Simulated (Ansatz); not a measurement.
InAs: single point with HSE(alpha, omega)

The system is InAs.

```
In As
1.0
     0.00000    3.01800    3.01800
     3.01800    0.00000    3.01800
     3.01800    3.01800    0.00000
In As
1 1
Direct
  0.00000 0.00000 0.00000
  0.75000 0.75000 0.75000
```

* Program: Ansatz 0.2.0
* Task: single point
* Functional: HSE(alpha, omega)
* Potentials or basis: all-electron PAW datasets made for the crystal
* Cutoff: 340 eV (chosen from the basis error)
* k mesh: 4 × 4 × 4
* Occupations: fermi-dirac, width 0.05 eV
* Spin: no spin polarisation

The pressure is 4.4 GPa. The band gap on the k mesh is none (metal or under the smearing width).

Levels at points of the mesh, in eV from the Fermi level:
```csv
k point,band 15,band 16,band 17,band 18,band 19,band 20
"(0.00, 0.00, 0.00)",-12.18,-0.09,-0.05,-0.05,-0.05,4.00
"(0.00, 0.00, -0.50)",-10.66,-5.95,-1.07,-1.07,1.05,4.78
"(0.00, -0.50, -0.50)",-10.10,-6.02,-2.44,-2.44,1.59,2.14
```

It took 87 s on 1 thread of Arm Neoverse V2, with other jobs on the host, peak memory 0.73 GiB.

Caveat: the k mesh is coarse (spacing up to 0.45 Å⁻¹), so the values aren't converged, least of all with exact exchange; the k mesh is thin for a metal, which can move the energy by tens of meV per atom; the program warned that the printed levels may be off, so bands, gaps and densities of states are rough.
